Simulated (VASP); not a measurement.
Set up this calculation in VASP 6.6.1, as the native input.

```
Task                   : single point
Functional             : PBE
Potentials or basis    : VASP PAW PBE potentials, release 64 (Mo_sv_GW, P_GW)
Cutoff                 : 450 eV
k mesh                 : 5 × 5 × 4
Occupations            : gaussian, width 0.02 eV
Spin                   : no spin polarisation
Further INCAR settings : ALGO = Normal; EDIFF = 1e-06; NBANDS = 16
```

The structure of MoP lies in POSCAR:

```
MoP
1.0
    3.2230000000      0.0000000000      0.0000000000
   -1.6115000000      2.7911998764      0.0000000000
    0.0000000000      0.0000000000      3.1910000000
Mo P
1 1
Direct
    0.0000000000      0.0000000000      0.0000000000
    0.3333333333      0.6666666667      0.5000000000
```

These files were run (other wordings do the same):

INCAR

```
PREC = Accurate
ENCUT = 450
EDIFF = 1E-6
ISMEAR = 0
SIGMA = 0.02
LREAL = False
LASPH = True
NELM = 80
ALGO = Normal
ISIF = 2
LWAVE = False
LCHARG = False
GGA = PE
NBANDS = 16
```

KPOINTS

```
regular mesh
0
Gamma
  5 5 4
```

Potentials or basis: VASP PAW PBE potentials, release 64 (Mo_sv_GW, P_GW).

Run with:

```sh
$ cat potpaw_PBE.64/Mo_sv_GW/POTCAR potpaw_PBE.64/P_GW/POTCAR > POTCAR
$ mpirun -np 1 vasp_std > vasp.out
```

It gave:

```json
{
  "Pressure": "2.5 GPa",
  "Band gap on the k mesh": "none (metal or under the smearing width)"
}
```

Caveat: the k mesh is coarse (spacing up to 0.49 Å⁻¹), so the values aren't converged.

Run time: 7.2 s on 1 thread of Intel(R) Xeon(R) 6975P-C (Granite Rapids), with other jobs on the host, peak memory 0.14 GiB.
